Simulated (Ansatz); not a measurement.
Input and command of a plane-wave DFT calculation in Ansatz:

```yaml
crystal:
  lattice:
    - [0.0, 1.9695321791, 1.9695321791]
    - [1.9695321791, 0.0, 1.9695321791]
    - [1.9695321791, 1.9695321791, 0.0]
  atoms:
    - { symbol: Pt, position: [0.0, 0.0, 0.0] }
basis:
  ecutwfc: 420
kpoints:
  mp_grid: { grid: [20, 20, 20] }
hamiltonian:
  xc: pbe
scf:
  occupations: { method: fermi_dirac, width: 0.15 }
output:
  forces: true
  stress: true
  eigenvalues: true
  write_density: true
  write_potential: true
  elf: true
  volumetric_format: npy
relax:
  adjacent_minimum: "off"
  f_tol: 0.001
  max_steps: 60
  cell: { stress_tol: 0.02, p_target: 18.0 }
```

```bash
ansatz run input.yaml --threads 1 --pin off --max-ram 3072MiB --backend cpu --events-out ev --progress --plain --runs-dir out
```

Processor: Intel(R) Xeon(R) Platinum 8488C (Sapphire Rapids), 1 thread, on a host shared with other jobs.

Question: How long does it run, and how much memory does it take?

Answer: About 12 s on 1 thread of Intel(R) Xeon(R) Platinum 8488C (Sapphire Rapids), on a shared host, peak memory 0.41 GiB. It solves 13 bands at 256 k points (the mesh reduced by the symmetry that the task leaves, which can be less than the crystal's) with about 283 plane waves (on the last cell), in 29 SCF iterations over 6 ionic steps.
